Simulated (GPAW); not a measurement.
Write an ASE script for GPAW 26.7.0 that does the following.

```
Task                : single point
Functional          : PBEsol
Potentials or basis : PAW data sets generated in the run's folder for this functional
Cutoff              : 800 eV
Basis               : pw
k mesh              : 13 × 13 × 13
Occupations         : gaussian, width 0.05 eV
Spin                : no spin polarisation
Maxiter             : 150
```

The structure of BN lies in POSCAR:

```
BN
1.0
    0.0000000000      1.8130010000      1.8130010000
    1.8130010000      0.0000000000      1.8130010000
    1.8130010000      1.8130010000      0.0000000000
N B
1 1
Direct
    0.2500000000      0.2500000000      0.2500000000
    0.0000000000      0.0000000000      0.0000000000
```

The cell is a database's computed one.

These files were run (other wordings do the same):

run.py

```python
from ase.dft.bandgap import bandgap
from ase.io import read, write
from ase.units import GPa
from gpaw import GPAW, PW, setup_paths

setup_paths.insert(0, '.')

atoms = read('POSCAR')

calc = GPAW(mode=PW(800),
            xc='PBEsol',
            kpts={'size': (13, 13, 13), 'gamma': True},
            occupations={'name': 'methfessel-paxton', 'order': 0, 'width': 0.05},
            nbands=11,
            convergence={'density': 1e-05, 'energy': 1e-05},
            maxiter=150,
            txt='gpaw.txt')
atoms.calc = calc
energy = atoms.get_potential_energy()
forces = atoms.get_forces()
stress = atoms.get_stress()
calc.write('gs.gpw')
write('result.traj', atoms)
print(f'Energy: {energy:.6f} eV')
print('Forces (eV/A):')
print(forces.round(4))
print('Stress (GPa):', (stress / GPa).round(3))
print('Fermi level:', round(calc.get_fermi_level(), 4), 'eV')
print(f'Gap: {bandgap(calc)[0]:.4f} eV, direct: {bandgap(calc, direct=True)[0]:.4f} eV')
```

Potentials or basis: PAW data sets generated in the run's folder for this functional, pw.

Run with:

```sh
$ gpaw-setup -f PBEsol B N
$ OMP_NUM_THREADS=1 python run.py
```

It gave:

```yaml
Pressure: -7.5 GPa
Band_gap_on_the_k_mesh: 4.35 eV, indirect (least direct gap 8.73 eV)
```

Caveat: an odd mesh through Γ misses points on the zone boundary, where band edges often lie.

Run time: 12 s on 1 thread of Arm Neoverse V2 (shared host), peak memory 0.14 GiB.
